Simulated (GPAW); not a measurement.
# BN in line between two Sb chains: transmission at several levels

Aim: T(E), conductance and thermopower of BN in line between two Sb chains, and what cheaper settings cost in accuracy.

Program: GPAW 26.7.0. Level of theory: GPAW LCAO, PAW setups; Landauer transmission from Green's functions with principal layers (ASE), zero bias. Results are calculated unless marked as measured.

This is a report of a sequence of runs, with most program output left out.

### Step 1. The starting structure

The cell holds 10 atoms: 8 Sb, 1 B and 1 N. Its edges and angles: a = 9.000 Å, b = 9.000 Å, c = 24.625 Å, α = 90.0°, β = 90.0°, γ = 90.0°. Regions: left lead, 4 atoms (4 Sb); channel, 2 atoms (1 B and 1 N); right lead, 4 atoms (4 Sb). Vacuum lies along a and b. The structure is stacked along c, and the current runs across the ab planes.

### Step 2. Double-zeta polarised basis

Localised orbitals split the wire into layers that couple to their neighbours alone, which is what the Green's function method needs; double zeta with polarisation is the usual level for numbers.

run.py

```python
import json
import numpy as np
from ase import Atoms
from ase.transport.calculators import TransportCalculator
from gpaw import GPAW, FermiDirac
from gpaw.lcao.tools import get_lcao_hamiltonian
from scipy.linalg import eigh

# The junction with lead layers at both ends, along the third cell vector
device = Atoms(
    ['Sb', 'Sb', 'Sb', 'Sb', 'B', 'N', 'Sb', 'Sb', 'Sb', 'Sb'],
    positions=[
        [4.50000, 4.50000, 1.37500],
        [4.50000, 4.50000, 4.12500],
        [4.50000, 4.50000, 6.87500],
        [4.50000, 4.50000, 9.62500],
        [4.50000, 4.50000, 11.77410],
        [4.50000, 4.50000, 13.05410],
        [4.50000, 4.50000, 15.00000],
        [4.50000, 4.50000, 17.75000],
        [4.50000, 4.50000, 20.50000],
        [4.50000, 4.50000, 23.25000]],
    cell=[[9.0, 0.0, 0.0], [0.0, 9.0, 0.0], [0.0, 0.0, 24.625]],
    pbc=True)

# One principal layer of the lead: the first 2 atoms of the device
lead = Atoms(
    ['Sb', 'Sb'],
    positions=[
        [4.50000, 4.50000, 1.37500],
        [4.50000, 4.50000, 4.12500]],
    cell=[[9.0, 0.0, 0.0], [0.0, 9.0, 0.0], [0.0, 0.0, 5.5]],
    pbc=True)

settings = dict(mode='lcao', basis='dzp', xc='PBE', h=0.18,
                occupations=FermiDirac(0.1), maxiter=250,
                mixer=dict(beta=0.1, nmaxold=8, weight=100.0),
                convergence=dict(density=0.0001))
energies = np.arange(-2, 2 + 1e-9, 0.05)
eta = 0.0001
n1, n2 = 1, 1
# k and -k transmit alike, so half of the mesh across the current serves
mesh = [(i, j) for i in range(n1) for j in range(n2) if (i, j) <= (-i % n1, -j % n2)]
weights = np.array([1 if (i, j) == (-i % n1, -j % n2) else 2 for i, j in mesh]) / (n1 * n2)

# [... helper functions left out ...]
fermi_lead = ground_state(lead, (1, 1, 20), 'lead.txt')
fermi_device = ground_state(device, (1, 1, 3), 'device.txt')
# [... loop over the mesh left out, but for ...]
        # Shift the lead onto the potential of the device's first layer
        shift = ((H[:, 0, 0] - H0[:, 0, 0]) / S0[0, 0]).real.mean()
# [...]
kT = 8.617333e-5 * 300
bias = [0.1, 0.2, 0.5, 1.0, 1.5, 2.0]
# [... integrals and printing left out ...]
```

The run is started by

```bash
$ OMP_NUM_THREADS=1 OPENBLAS_NUM_THREADS=1 python run.py
```

The job ended after 42 s (1 thread of Arm Neoverse V1, shared host; peak memory 1.2 GiB).

This step gave:

| Quantity | Value |
| --- | --- |
| conductance | 1.476 G₀ |
| largest coupling past the next principal layer | 7.85e-5 eV |
| largest misfit of the first principal layer | 0.09840 eV |
| shift that aligns the lead | -0.03651 eV |
| basis functions of the junction | 210 |
| basis functions of a principal layer | 46 |
| transmission at the Fermi level (one spin) | 1.478 |

One spin. Transmission, zone mean against energy, zero at the Fermi level:

| energy (eV) | transmission, zone mean |
| --- | --- |
| -2.00 | 0.0697 |
| -1.90 | 0.0693 |
| -1.80 | 0.0690 |
| -1.70 | 0.0687 |
| -1.55 | 0.186 |
| -1.45 | 0.401 |
| -1.35 | 0.574 |
| -1.25 | 0.676 |
| -1.15 | 0.739 |
| -1.05 | 0.790 |
| -0.90 | 0.873 |
| -0.80 | 0.941 |
| -0.70 | 1.02 |
| -0.60 | 1.10 |
| -0.50 | 1.19 |
| -0.40 | 1.27 |
| -0.25 | 1.38 |
| -0.15 | 1.43 |
| -0.05 | 1.47 |
| 0.00 | 1.48 |
| 0.05 | 1.49 |
| 0.15 | 1.49 |
| 0.25 | 1.49 |
| 0.40 | 1.45 |
| 0.50 | 1.42 |
| 0.60 | 1.38 |
| 0.70 | 1.33 |
| 0.80 | 1.28 |
| 0.90 | 1.22 |
| 1.05 | 1.14 |
| 1.15 | 1.08 |
| 1.25 | 1.02 |
| 1.35 | 0.957 |
| 1.45 | 0.888 |
| 1.55 | 0.808 |
| 1.70 | 0.649 |
| 1.80 | 0.492 |
| 1.90 | 0.254 |
| 2.00 | 0.0697 |

Not self-consistent under bias; the bias window is split evenly. Table of current through one cell, from the zero-bias transmission by bias:

| bias (V) | current through one cell, from the zero-bias transmission (μA) |
| --- | --- |
| 0.100 | 11.4 |
| 0.200 | 22.8 |
| 0.500 | 56.6 |
| 1.000 | 110 |
| 1.500 | 157 |
| 2.000 | 198 |

The transmission of the three most open eigenchannels by energy, zero at the Fermi level:

| energy (eV) | channel 1 | channel 2 | channel 3 |
| --- | --- | --- | --- |
| -2.00 | 0.0697 | 1.1e-12 | 0 |
| -1.85 | 0.0691 | 1.1e-12 | 0 |
| -1.70 | 0.0687 | 5.3e-11 | 5.3e-11 |
| -1.60 | 0.0684 | 0.0168 | 0.0168 |
| -1.45 | 0.166 | 0.166 | 0.0681 |
| -1.30 | 0.282 | 0.282 | 0.0679 |
| -1.15 | 0.335 | 0.335 | 0.0678 |
| -1.05 | 0.361 | 0.361 | 0.0677 |
| -0.90 | 0.403 | 0.403 | 0.0677 |
| -0.75 | 0.456 | 0.456 | 0.0678 |
| -0.60 | 0.518 | 0.518 | 0.0678 |
| -0.50 | 0.561 | 0.561 | 0.0679 |
| -0.35 | 0.621 | 0.621 | 0.0680 |
| -0.20 | 0.668 | 0.668 | 0.0682 |
| -0.05 | 0.699 | 0.699 | 0.0684 |
| 0.00 | 0.705 | 0.705 | 0.0684 |
| 0.05 | 0.709 | 0.709 | 0.0685 |
| 0.20 | 0.711 | 0.711 | 0.0686 |
| 0.35 | 0.699 | 0.699 | 0.0687 |
| 0.50 | 0.675 | 0.675 | 0.0688 |
| 0.60 | 0.654 | 0.654 | 0.0689 |
| 0.75 | 0.617 | 0.617 | 0.0690 |
| 0.90 | 0.576 | 0.576 | 0.0690 |
| 1.05 | 0.534 | 0.534 | 0.0691 |
| 1.15 | 0.505 | 0.505 | 0.0691 |
| 1.30 | 0.460 | 0.460 | 0.0691 |
| 1.45 | 0.409 | 0.409 | 0.0692 |
| 1.60 | 0.346 | 0.346 | 0.0692 |
| 1.70 | 0.290 | 0.290 | 0.0693 |
| 1.85 | 0.159 | 0.159 | 0.0695 |
| 2.00 | 0.0697 | 3.8e-9 | 3.8e-9 |

Couplings past the next layer reach 7.9e-5 eV, small enough to drop; the matrix elements of the cell's first layer differ from the bulk lead's by up to 0.098 eV. That layer keeps its own values in the calculation, and only beyond it is the lead taken as perfect. The Fermi levels of lead and junction count from different zeros of potential, one for each periodic cell; with both set to zero, the small remaining shift is what aligns them. By hand: G = 1.476 × 77.48 μS = 114 μS, a resistance of 8.74 kΩ; at 0.1 V a linear junction would pass 11.4 μA, and the integral over the bias window gives 11.4 μA.

### Step 3. Single-zeta polarised basis

The second zeta is dropped, the polarisation orbitals stay.

run.py: that of step 2 with these lines changed.

```diff
@@ -34,3 +34,3 @@
 
-settings = dict(mode='lcao', basis='dzp', xc='PBE', h=0.18,
+settings = dict(mode='lcao', basis='szp(dzp)', xc='PBE', h=0.18,
                 occupations=FermiDirac(0.1), maxiter=250,
```

It took 38 s on 1 thread; peak memory 1.2 GiB.

Numbers from this step:

| Property | Result |
| --- | --- |
| conductance | 1.479 G₀ |
| largest misfit of the first principal layer | 0.08368 eV |
| shift that aligns the lead | -0.04662 eV |
| basis functions of the junction | 130 |
| basis functions of a principal layer | 28 |
| transmission at the Fermi level (one spin) | 1.481 |

One spin. Transmission, zone mean against energy, zero at the Fermi level:

| energy (eV) | transmission, zone mean |
| --- | --- |
| -2.000 | 0.0725 |
| -1.800 | 0.0722 |
| -1.600 | 0.0988 |
| -1.400 | 0.448 |
| -1.200 | 0.665 |
| -1.000 | 0.772 |
| -0.800 | 0.908 |
| -0.600 | 1.08 |
| -0.400 | 1.26 |
| -0.200 | 1.40 |
| 0.000 | 1.48 |
| 0.150 | 1.50 |
| 0.200 | 1.50 |
| 0.400 | 1.47 |
| 0.600 | 1.39 |
| 0.800 | 1.29 |
| 1.000 | 1.18 |
| 1.200 | 1.06 |
| 1.400 | 0.941 |
| 1.600 | 0.796 |
| 1.800 | 0.537 |
| 2.000 | 0.0786 |

Not self-consistent under bias; the bias window is split evenly. The current through one cell, from the zero-bias transmission by bias:

| bias (V) | current through one cell, from the zero-bias transmission (μA) |
| --- | --- |
| 0.100 | 11.5 |
| 0.200 | 22.9 |
| 0.500 | 56.7 |
| 1.000 | 110 |
| 1.500 | 157 |
| 2.000 | 198 |

Table of transmission of the three most open eigenchannels by energy, zero at the Fermi level:

| energy (eV) | channel 1 | channel 2 | channel 3 |
| --- | --- | --- | --- |
| -2.000 | 0.0725 | 0 | 0 |
| -1.800 | 0.0722 | 0 | 0 |
| -1.600 | 0.0720 | 0.0134 | 0.0134 |
| -1.400 | 0.188 | 0.188 | 0.0719 |
| -1.200 | 0.297 | 0.297 | 0.0720 |
| -1.000 | 0.350 | 0.350 | 0.0721 |
| -0.800 | 0.418 | 0.418 | 0.0724 |
| -0.600 | 0.505 | 0.505 | 0.0728 |
| -0.400 | 0.595 | 0.595 | 0.0732 |
| -0.200 | 0.664 | 0.664 | 0.0737 |
| 0.000 | 0.703 | 0.703 | 0.0742 |
| 0.200 | 0.712 | 0.712 | 0.0748 |
| 0.400 | 0.695 | 0.695 | 0.0753 |
| 0.600 | 0.657 | 0.657 | 0.0757 |
| 0.800 | 0.607 | 0.607 | 0.0762 |
| 1.000 | 0.550 | 0.550 | 0.0765 |
| 1.200 | 0.492 | 0.492 | 0.0769 |
| 1.400 | 0.432 | 0.432 | 0.0772 |
| 1.600 | 0.359 | 0.359 | 0.0775 |
| 1.800 | 0.230 | 0.230 | 0.0779 |
| 2.000 | 0.0786 | 2.3e-9 | 2.3e-9 |

The conductance equals that of the dzp run to 0.2 %.

### Step 4. Minimal basis

The minimal basis is the cheapest rung: no second zeta and no polarisation.

run.py: that of step 3 with these lines changed.

```diff
@@ -34,3 +34,3 @@
 
-settings = dict(mode='lcao', basis='szp(dzp)', xc='PBE', h=0.18,
+settings = dict(mode='lcao', basis='sz(dzp)', xc='PBE', h=0.18,
                 occupations=FermiDirac(0.1), maxiter=250,
```

Run time: 28 s. Hardware: 1 thread; peak memory 1.1 GiB.

This step gave:

* conductance: 1.529 G₀
* largest coupling past the next principal layer: 7.91e-5 eV
* largest misfit of the first principal layer: 0.08909 eV
* shift that aligns the lead: -0.04174 eV
* basis functions of the junction: 80
* basis functions of a principal layer: 18
* transmission at the Fermi level (one spin): 1.531

The conductance, 1.53 G₀, lies 3.6 % above that of the dzp run.

### Step 5. LDA in the dzp basis: xc = "LDA"

Back in the dzp basis, the functional changes from PBE to LDA, to set the spread between functionals beside that between bases.

run.py: that of step 4 with these lines changed.

```diff
@@ -34,3 +34,3 @@
 
-settings = dict(mode='lcao', basis='sz(dzp)', xc='PBE', h=0.18,
+settings = dict(mode='lcao', basis='dzp', xc='LDA', h=0.18,
                 occupations=FermiDirac(0.1), maxiter=250,
```

Elapsed: 37 s, on 1 thread; peak memory 1.2 GiB.

Numbers from this step:

```yaml
conductance: 1.499 G₀
largest_coupling_past_the_next_principal_layer: 7.81e-5 eV
largest_misfit_of_the_first_principal_layer: 0.09125 eV
shift_that_aligns_the_lead: -0.03992 eV
basis_functions_of_the_junction: 210
basis_functions_of_a_principal_layer: 46
transmission_at_the_fermi_level_one_spin: 1.501
```

The conductance, 1.50 G₀, lies 1.5 % above that of the dzp run.

### Step 6. All levels side by side

Times are for 1 thread of Arm Neoverse V1, shared host. The runs compared:

| no. | run | conductance (G₀) | time | memory (GiB) |
| --- | --- | --- | --- | --- |
| 1 | dzp | 1.476 | 42 s | 1.2 |
| 2 | szp | 1.479 | 38 s | 1.2 |
| 3 | sz | 1.529 | 28 s | 1.1 |
| 4 | dzp LDA | 1.499 | 37 s | 1.2 |

### Step 7. The levels side by side

The curves are compared point by point over the common energies.

This step: comparison of transmission and cost over codes and levels (GPAW 26.7.0).

Ladder, by row:

| step | code | T at the Fermi level (sum over the listed spins) | conductance (G0) | r.m.s. T(E) from the first | wall time (s) | peak memory (GiB) | threads |
| --- | --- | --- | --- | --- | --- | --- | --- |
| dzp | GPAW | 1.478 | 1.476 | 0 | 41.88 | 1.19 | 1 |
| szp | GPAW | 1.481 | 1.479 | 0.02459 | 38.42 | 1.16 | 1 |
| sz | GPAW | 1.531 | 1.529 | 0.07098 | 28.35 | 1.08 | 1 |
| dzp-LDA | GPAW | 1.501 | 1.499 | 0.01767 | 37.36 | 1.19 | 1 |

The transmission, zone mean, sum over the listed spins by energy, zero at the Fermi level:

| energy (eV) | dzp | szp | sz | dzp-LDA |
| --- | --- | --- | --- | --- |
| -2.00 | 0.0697 | 0.0725 | 0.0674 | 0.0610 |
| -1.85 | 0.0691 | 0.0722 | 0.0674 | 0.0607 |
| -1.70 | 0.0687 | 0.0721 | 0.123 | 0.0606 |
| -1.50 | 0.292 | 0.249 | 0.488 | 0.270 |
| -1.35 | 0.574 | 0.528 | 0.663 | 0.565 |
| -1.20 | 0.710 | 0.665 | 0.747 | 0.709 |
| -1.05 | 0.790 | 0.745 | 0.822 | 0.792 |
| -0.90 | 0.873 | 0.834 | 0.916 | 0.880 |
| -0.70 | 1.02 | 0.992 | 1.07 | 1.03 |
| -0.55 | 1.15 | 1.13 | 1.20 | 1.16 |
| -0.40 | 1.27 | 1.26 | 1.33 | 1.29 |
| -0.25 | 1.38 | 1.37 | 1.42 | 1.40 |
| -0.10 | 1.45 | 1.45 | 1.50 | 1.47 |
| 0.00 | 1.48 | 1.48 | 1.53 | 1.50 |
| 0.10 | 1.49 | 1.50 | 1.55 | 1.51 |
| 0.15 | 1.49 | 1.50 | 1.56 | 1.52 |
| 0.25 | 1.49 | 1.50 | 1.56 | 1.51 |
| 0.40 | 1.45 | 1.47 | 1.53 | 1.47 |
| 0.55 | 1.40 | 1.41 | 1.48 | 1.42 |
| 0.70 | 1.33 | 1.34 | 1.41 | 1.34 |
| 0.90 | 1.22 | 1.23 | 1.28 | 1.23 |
| 1.05 | 1.14 | 1.15 | 1.17 | 1.14 |
| 1.20 | 1.05 | 1.06 | 1.05 | 1.05 |
| 1.35 | 0.957 | 0.972 | 0.929 | 0.951 |
| 1.50 | 0.850 | 0.875 | 0.808 | 0.839 |
| 1.70 | 0.649 | 0.693 | 0.608 | 0.625 |
| 1.85 | 0.387 | 0.422 | 0.303 | 0.338 |
| 2.00 | 0.0697 | 0.0786 | 0.0792 | 0.0622 |

### Step 8. Potential alignment off

Without the shift, lead and junction are matched by their Fermi levels alone.

This step: GPAW LCAO, PAW setups; Landauer transmission from Green's functions with principal layers (ASE), zero bias (GPAW 26.7.0).

run.py: that of step 5 with these lines changed.

```diff
@@ -34,3 +34,3 @@
 
-settings = dict(mode='lcao', basis='dzp', xc='LDA', h=0.18,
+settings = dict(mode='lcao', basis='dzp', xc='PBE', h=0.18,
                 occupations=FermiDirac(0.1), maxiter=250,
@@ -49,4 +49,4 @@
 # [... loop over the mesh left out, but for ...]
-        # Shift the lead onto the potential of the device's first layer
-        shift = ((H[:, 0, 0] - H0[:, 0, 0]) / S0[0, 0]).real.mean()
+        # Lead and device are aligned by their Fermi levels alone
+        shift = 0.0
 # [...]
```

Wall time 42 s (1 thread); peak memory 1.2 GiB.

Numbers from this step:

```
conductance                                    : 1.501 G₀
largest coupling past the next principal layer : 7.85e-5 eV
largest misfit of the first principal layer    : 0.06038 eV
shift that aligns the lead                     : 0 eV
transmission at the Fermi level (one spin)     : 1.504
```

One spin. Transmission, zone mean against energy, zero at the Fermi level:

energy (eV), transmission, zone mean and a bar:
```
    -2.00       0.07 
    -1.90       0.07 
    -1.80       0.07 
    -1.70       0.07 
    -1.55       0.28 ####
    -1.45       0.39 #######
    -1.35       0.51 #########
    -1.25       0.64 ############
    -1.15       0.75 ##############
    -1.05       0.83 ################
    -0.90       0.91 #################
    -0.80       0.95 ##################
    -0.70       1.01 ###################
    -0.60       1.07 #####################
    -0.50       1.15 ######################
    -0.40       1.24 ########################
    -0.25       1.37 ###########################
    -0.15       1.44 ############################
    -0.05       1.49 #############################
     0.00       1.50 ##############################
     0.05       1.51 ##############################
     0.10       1.52 ##############################
     0.15       1.52 ##############################
     0.25       1.50 ##############################
     0.40       1.45 #############################
     0.50       1.40 ############################
     0.60       1.35 ###########################
     0.70       1.30 #########################
     0.80       1.25 ########################
     0.90       1.20 ########################
     1.05       1.14 ######################
     1.15       1.10 #####################
     1.25       1.06 ####################
     1.35       1.00 ###################
     1.45       0.93 ##################
     1.55       0.82 ################
     1.70       0.60 ###########
     1.80       0.42 #######
     1.90       0.22 ###
     2.00       0.07
```

Not self-consistent under bias; the bias window is split evenly. Current through one cell, from the zero-bias transmission against bias:

| bias (V) | current through one cell, from the zero-bias transmission (μA) |
| --- | --- |
| 0.100 | 11.6 |
| 0.200 | 23.2 |
| 0.500 | 57.3 |
| 1.000 | 110 |
| 1.500 | 156 |
| 2.000 | 198 |

Transmission of the three most open eigenchannels against energy, zero at the Fermi level:

| energy (eV) | channel 1 | channel 2 | channel 3 |
| --- | --- | --- | --- |
| -2.00 | 0.0705 | 1.3e-12 | 0 |
| -1.90 | 0.0700 | 1.3e-12 | 0 |
| -1.80 | 0.0695 | 1.3e-12 | 0 |
| -1.70 | 0.0691 | 2.3e-11 | 2.3e-11 |
| -1.55 | 0.107 | 0.107 | 0.0685 |
| -1.45 | 0.163 | 0.163 | 0.0682 |
| -1.35 | 0.223 | 0.223 | 0.0679 |
| -1.25 | 0.287 | 0.287 | 0.0676 |
| -1.15 | 0.341 | 0.341 | 0.0674 |
| -1.05 | 0.381 | 0.381 | 0.0672 |
| -0.90 | 0.419 | 0.419 | 0.0670 |
| -0.80 | 0.442 | 0.442 | 0.0670 |
| -0.70 | 0.470 | 0.470 | 0.0670 |
| -0.60 | 0.503 | 0.503 | 0.0670 |
| -0.50 | 0.544 | 0.544 | 0.0670 |
| -0.40 | 0.588 | 0.588 | 0.0672 |
| -0.25 | 0.652 | 0.652 | 0.0674 |
| -0.15 | 0.686 | 0.686 | 0.0675 |
| -0.05 | 0.711 | 0.711 | 0.0677 |
| 0.00 | 0.718 | 0.718 | 0.0679 |
| 0.05 | 0.723 | 0.723 | 0.0680 |
| 0.15 | 0.725 | 0.725 | 0.0682 |
| 0.25 | 0.717 | 0.717 | 0.0684 |
| 0.40 | 0.690 | 0.690 | 0.0688 |
| 0.50 | 0.667 | 0.667 | 0.0690 |
| 0.60 | 0.641 | 0.641 | 0.0692 |
| 0.70 | 0.615 | 0.615 | 0.0694 |
| 0.80 | 0.590 | 0.590 | 0.0696 |
| 0.90 | 0.568 | 0.568 | 0.0697 |
| 1.05 | 0.536 | 0.536 | 0.0699 |
| 1.15 | 0.516 | 0.516 | 0.0700 |
| 1.25 | 0.493 | 0.493 | 0.0701 |
| 1.35 | 0.465 | 0.465 | 0.0701 |
| 1.45 | 0.428 | 0.428 | 0.0702 |
| 1.55 | 0.376 | 0.376 | 0.0702 |
| 1.70 | 0.266 | 0.266 | 0.0702 |
| 1.80 | 0.174 | 0.174 | 0.0702 |
| 1.90 | 0.0771 | 0.0771 | 0.0703 |
| 2.00 | 0.0703 | 4.4e-8 | 4.4e-8 |

The conductance, 1.50 G₀, lies 1.7 % above that of the dzp run.

### Step 9. A second varied run

A last run, with other settings again.

run.py: that of step 8 with these lines changed.

```diff
@@ -35,3 +35,3 @@
 settings = dict(mode='lcao', basis='dzp', xc='PBE', h=0.18,
-                occupations=FermiDirac(0.1), maxiter=250,
+                occupations=FermiDirac(0.1), maxiter=10,
                 mixer=dict(beta=0.1, nmaxold=8, weight=100.0),
@@ -49,4 +49,4 @@
 # [... loop over the mesh left out, but for ...]
-        # Lead and device are aligned by their Fermi levels alone
-        shift = 0.0
+        # Shift the lead onto the potential of the device's first layer
+        shift = ((H[:, 0, 0] - H0[:, 0, 0]) / S0[0, 0]).real.mean()
 # [...]
```

The job ended after 30 s (1 thread; peak memory 1.2 GiB).

The fault put into the input: too few SCF iterations (maxiter = 10).

### Step 10. Results

| Item | Value |
| --- | --- |
| conductance | 1.48 G₀ |
| transmission at the Fermi level, mean of the spins | 1.48 |
| thermopower | about 0 (under 1.5 μV/K) |

What this shows: In the dzp basis the junction conducts 1.48 G₀ at 300 K, with T = 1.48 a spin at the Fermi level; the sz basis reaches that conductance within 10 %. At the Fermi level the three most open eigenchannels pass 0.70, 0.70 and 0.068. Measured against the first run (dzp), the nearest curve is that of dzp-LDA (r.m.s. 0.018) and the farthest that of sz (0.071). Over the compared runs wall time goes from 28 s (sz) to 42 s (dzp), on a shared host. The geometry was built from estimated bond lengths and not relaxed, so the numbers describe this model structure. Spin-orbit coupling is left out, which matters for the heavy atoms here. An evenly spaced straight chain is an idealisation: free chains tend to dimerise, zigzag or, where a band edge lies near the Fermi level, turn magnetic. The currents use the zero-bias T(E) throughout, which holds only while the bias is small against the distance to the nearest feature. The energy step is wider than the thermal energy, so the conductance and thermopower rest on interpolation of T(E).

[Logs are printed without paths, hosts, clocks, repeated set-up lines and the standing remarks that a program may print on its own settings, such as how far it seeks lower states.]

[Hosts, paths, dates, database ids (printed as entryN), source tags and the programs' standing remarks are cut or masked in the printed files.]
